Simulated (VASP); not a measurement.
Ag: single point with PBEsol

Ag:

```
CELL_PARAMETERS angstrom
3.34836 1.93318 5.71031
-3.34836 1.93318 5.71031
0.00000 -3.86636 5.71031
ATOMIC_POSITIONS crystal
Ag 0.01019 0.65361 0.01019
Ag 0.01019 0.01019 0.65361
Ag 0.65361 0.01019 0.01019
Ag 0.98981 0.34639 0.98981
Ag 0.34639 0.98981 0.98981
Ag 0.98981 0.98981 0.34639
Ag 0.22118 0.63060 0.22118
Ag 0.22118 0.22118 0.63060
Ag 0.63060 0.22118 0.22118
Ag 0.77882 0.36940 0.77882
Ag 0.36940 0.77882 0.77882
Ag 0.77882 0.77882 0.36940
```

The cell was built by a generator and needn't be a form met in nature.

```json
{
  "Program": "VASP 6.6.1",
  "Task": "single point",
  "Functional": "PBEsol",
  "Potentials or basis": "VASP PAW PBE potentials, release 64 (Ag)",
  "Cutoff": "520 eV",
  "k mesh": "3 × 3 × 3",
  "Occupations": "gaussian, width 0.1 eV",
  "Spin": "no spin polarisation"
}
```

```
Pressure               : 43.7 GPa
Largest force          : 5.215 eV/Å
Band gap on the k mesh : none (metal or under the smearing width)
```

Forces in eV/Å, atoms in the order of the input:
```
Ag   2.059 -1.189 -0.414
Ag   0.000  2.378 -0.414
Ag  -2.059 -1.189 -0.414
Ag  -2.059  1.189  0.414
Ag   2.059  1.189  0.414
Ag   0.000 -2.378  0.414
Ag   4.412 -2.547  1.117
Ag   0.000  5.094  1.117
Ag  -4.412 -2.547  1.117
Ag  -4.412  2.547 -1.117
Ag   4.412  2.547 -1.117
Ag   0.000 -5.094 -1.117
```

Stress tensor (GPa, compression positive):
```
40.92  0.00  0.00
 0.00 40.92  0.00
 0.00  0.00 49.14
```

Levels at points of the mesh, in eV from the Fermi level:
| k point | band 64 | band 65 | band 66 | band 67 | band 68 | band 69 |
| --- | --- | --- | --- | --- | --- | --- |
| (0.00, 0.00, 0.00) | -1.40 | -1.21 | -1.21 | -1.01 | -1.01 | 0.14 |

Run time: 86 s on 1 thread of Intel(R) Xeon(R) 6975P-C (Granite Rapids) (shared host), peak memory 0.41 GiB.

Caveat: the k mesh is coarse (spacing up to 0.38 Å⁻¹), so the values aren't converged; a pressure of tens of GPa on the cell as given is suspect, and the run, the potentials or the cell itself is likely at fault; the PAW data sets were made with another functional, which shifts forces and pressure a little.
